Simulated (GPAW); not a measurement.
**Al3Cu: relaxation of cell and atoms with PBEsol+D3(BJ)**

The system is Al3Cu.

```
Cu Al
1.0
     2.77841    0.00000    0.00000
     0.00000    2.77841    0.00000
     0.00000    0.00000    7.51340
Cu Al
1 3
Cartesian
  0.0000 0.0000 0.0000
  1.3892 1.3892 5.8145
  1.3892 1.3892 1.6989
  0.0000 0.0000 3.7567
```

The cell comes from a database or a generator and needn't be the stable form of this composition.

- Program: GPAW 26.7.0
- Task: relaxation of cell and atoms
- Functional: PBEsol
- Dispersion: D3(BJ)
- Potentials or basis: PAW data sets generated in the run's folder for this functional
- Cutoff: 600 eV
- Basis: pw
- k mesh: 8 × 8 × 3
- Occupations: fermi-dirac, width 0.05 eV
- Spin: no spin polarisation
- Maxiter: 150
- Optimizer: BFGS
- Fmax: 0.02 eV/Å
- Max steps: 60
- Convergence: density=1e-05 forces=0.0001

| Property | Result |
| --- | --- |
| Relaxed volume | 14.17 Å³/atom |
| Relaxed cell | a = 2.772 Å, b = 2.772 Å, c = 7.380 Å, α = 90.00°, β = 90.00°, γ = 90.00° |
| Space group after relaxing (to 0.05 Å) | P4/mmm (No. 123) |
| Energy gained by relaxing | 4.5 meV/atom |
| Ionic steps | 9 |
| Pressure after relaxing | 0.1 GPa |
| Largest force after relaxing | 0.008 eV/Å |
| Band gap on the k mesh | none (metal or under the smearing width) |
| Dispersion energy per atom | -0.385 eV |

Forces on the atoms (eV/Å):
```
Cu   0.000  0.000  0.000
Al   0.000  0.000  0.008
Al   0.000  0.000 -0.008
Al   0.000  0.000  0.000
```

Step by step:
```csv
step,energy change (eV),largest force (eV/Å),pressure (GPa),volume (Å³)
1,0.0000,0.1512,-2.58,58.00
2,-0.0031,0.1357,-2.31,57.86
3,-0.0153,0.0241,0.22,56.62
4,-0.0154,0.0124,0.06,56.70
5,-0.0156,0.0037,-0.06,56.75
6,-0.0167,0.0274,-0.40,56.91
7,-0.0174,0.0418,-0.46,56.94
8,-0.0179,0.0274,-0.20,56.81
9,-0.0181,0.0080,0.06,56.69
```

Final structure:
```cif
data_structure
_symmetry_space_group_name_H-M 'P 1'
_symmetry_Int_Tables_number 1
_cell_length_a 2.7717
_cell_length_b 2.7717
_cell_length_c 7.3795
_cell_angle_alpha 90.000
_cell_angle_beta 90.000
_cell_angle_gamma 90.000
_cell_volume 56.69
loop_
_atom_site_label
_atom_site_type_symbol
_atom_site_fract_x
_atom_site_fract_y
_atom_site_fract_z
_atom_site_occupancy
Cu1 Cu 0.00000 0.00000 0.00000 1
Al1 Al 0.50000 0.50000 0.77601 1
Al2 Al 0.50000 0.50000 0.22399 1
Al3 Al 0.00000 0.00000 0.50000 1
```

Levels at points of the mesh, in eV from the Fermi level:
```csv
k point,band 7,band 8,band 9,band 10,band 11,band 12,band 13,band 14
"(0.00, 0.00, 0.00)",-3.69,-3.28,-1.50,0.97,6.26,6.54,6.54,7.95
"(0.50, 0.00, 0.00)",-3.77,-3.67,-3.58,-2.32,-1.86,2.97,4.22,4.45
"(0.50, 0.50, 0.00)",-2.69,-0.60,-0.47,0.14,0.14,0.52,0.52,0.63
```

Run time: 2.3 min on 1 thread of Arm Neoverse V2, with other jobs on the host, peak memory 0.3 GiB.

Caveat: with this Cu data set, volumes or pressures lay over 1.5 % or 2 GPa off other programs in two to four cells of ten; later steps reuse the first step's grids; pairwise dispersion overbinds metals, which lowers pressure and volume.
